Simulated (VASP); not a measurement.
A run of VASP 6.6.1:

Contents of INCAR:

```
PREC = Accurate
ENCUT = 520
EDIFF = 1E-6
ISMEAR = 0
SIGMA = 0.02
LREAL = False
LASPH = True
NELM = 100
ALGO = Fast
ISIF = 2
LWAVE = False
LCHARG = True
GGA = PS
LELF = True
LVHAR = True
NBANDS = 19
```

KPOINTS

```
regular mesh
0
Gamma
  12 12 12
```

The input POSCAR:

```
CaF2
1.0
    0.0000000000      2.7103834723      2.7103834723
    2.7103834723      0.0000000000      2.7103834723
    2.7103834723      2.7103834723      0.0000000000
Ca F
1 2
Direct
    0.0000000000      0.0000000000      0.0000000000
    0.2500000000      0.2500000000      0.2500000000
    0.7500000000      0.7500000000      0.7500000000
```

Potentials or basis: VASP PAW PBE potentials, release 64 (Ca_sv, F).

Launch:

```sh
$ cat potpaw_PBE.64/Ca_sv/POTCAR potpaw_PBE.64/F/POTCAR > POTCAR
$ mpirun -np 1 vasp_std > vasp.out
```

Hardware: 1 thread of Intel(R) Xeon(R) Platinum 8488C (Sapphire Rapids), on a shared host.

Task: How long does it take, and how much memory?

Result: It took 73 s on 1 thread of Intel(R) Xeon(R) Platinum 8488C (Sapphire Rapids), with other jobs on the host, peak memory 0.19 GiB. Counts: scf iterations 17, k points 72.
